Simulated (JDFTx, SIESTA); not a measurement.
Given: the input of a run of JDFTx 1.7.0 (patched build) on As (Arsenolamprite). 

File As.in:

```
lattice \
    3.5541910346    -3.5541910346     0.0000000000 \
    2.0520131505     2.0520131505    -4.1040263011 \
    6.6406147546     6.6406147546     6.6406147546
coords-type Lattice
ion As     0.2260000000     0.2260000000     0.2260000000 1
ion As     0.7740000000     0.7740000000     0.7740000000 1

ion-species pseudo/As.upf
elec-cutoff 42 336
elec-ex-corr gga-PBEsol
kpoint-folding 7 7 7
elec-smearing Fermi 0.0018374661
elec-n-bands 22
electronic-SCF nIterations 100 energyDiffThreshold 1e-09
electronic-minimize nIterations 30 energyDiffThreshold 1e-7
forces-output-coords Cartesian
lattice-minimize nIterations 40 energyDiffThreshold 1e-6

dump-name run.$VAR
dump End Ecomponents EigStats BandEigs Kpoints Forces Stress ElecDensity Dtot KEdensity
```

Potentials or basis: PseudoDojo-SR-PBEsol-0.4.1-standard with smoothed tails.

Command:

```bash
$ jdftx -c 1 -i As.in -o As.out
```

Task: What does the same run look like in SIESTA 5.4.2? Potentials or basis there: files PseudoDojo sr-pbesol-0.4.1-standard, DZP (energy shift 0.003 Ry; two zetas on semicore shells).

Result: As run (cutoffs and basis follow the program's own potentials, and thresholds, step limits or extra output files can differ):

As.fdf

```
SystemName                      Arsenolamprite
SystemLabel                     As
NumberOfSpecies                 1
NumberOfAtoms                   2
%block ChemicalSpeciesLabel
  1  33 As
%endblock ChemicalSpeciesLabel

LatticeConstant                 1.0 Ang
%block LatticeVectors
     1.8807968987     1.0858785957     3.5140619945
    -1.8807968987     1.0858785957     3.5140619945
     0.0000000000    -2.1717571915     3.5140619945
%endblock LatticeVectors
AtomicCoordinatesFormat         Fractional
%block AtomicCoordinatesAndAtomicSpecies
     0.2260000000     0.2260000000     0.2260000000  1  As
     0.7740000000     0.7740000000     0.7740000000  1  As
%endblock AtomicCoordinatesAndAtomicSpecies

%block kgrid.MonkhorstPack
    7   0   0  0.0
    0   7   0  0.0
    0   0   7  0.0
%endblock kgrid.MonkhorstPack
XC.Functional                   GGA
XC.Authors                      PBEsol
PAO.BasisSize                   DZP
PAO.EnergyShift                 0.003 Ry
Mesh.Cutoff                     750 Ry
OccupationFunction              FD
ElectronicTemperature           0.05 eV
MaxSCFIterations                120
SCF.MustConverge                false
SCF.Mixer.Method                Pulay
SCF.Mixer.Weight                0.25
SCF.Mixer.History               8
SCF.DM.Tolerance                5.0e-05
SCF.H.Tolerance                 1.0e-03 eV
WriteForces                     true
Charge.Mulliken                 end
MD.TypeOfRun                    Broyden
MD.Steps                        40
MD.MaxForceTol                  0.01 eV/Ang
MD.MaxDispl                     0.1 Ang
WriteCoorStep                   true
AtomCoorFormatOut               Fractional
MD.VariableCell                 true
MD.MaxStressTol                 0.05 GPa
%block PAO.Basis
  As 4
  n=4 0 2
    5.501 0.000
  n=4 1 2
    7.312 0.000
  n=3 2 2
    2.890 0.000
  n=4 2 1
    7.312
%endblock PAO.Basis
```

Potentials or basis: PseudoDojo 0.4 standard (PBEsol files), converted to PSML, two zetas on semicore shells, DZP (energy shift 0.003 Ry; two zetas on semicore shells).

Run with:

```sh
$ siesta As.fdf > As.out 2>&1
```

Both were run:

|  | JDFTx | SIESTA |
| --- | --- | --- |
| Relaxed volume | 20.86 Å³/atom | 21.20 Å³/atom |
| Relaxed cell | a = 4.003 Å, b = 4.003 Å, c = 4.003 Å, α = 56.53°, β = 56.53°, γ = 56.53° | a = 3.998 Å, b = 3.998 Å, c = 3.998 Å, α = 57.32°, β = 57.32°, γ = 57.32° |
| Space group after relaxing | R-3m (No. 166) | R-3m (No. 166) |
| Pressure after relaxing | 0.0 GPa | 0.0 GPa |

Pressure is positive in compression.
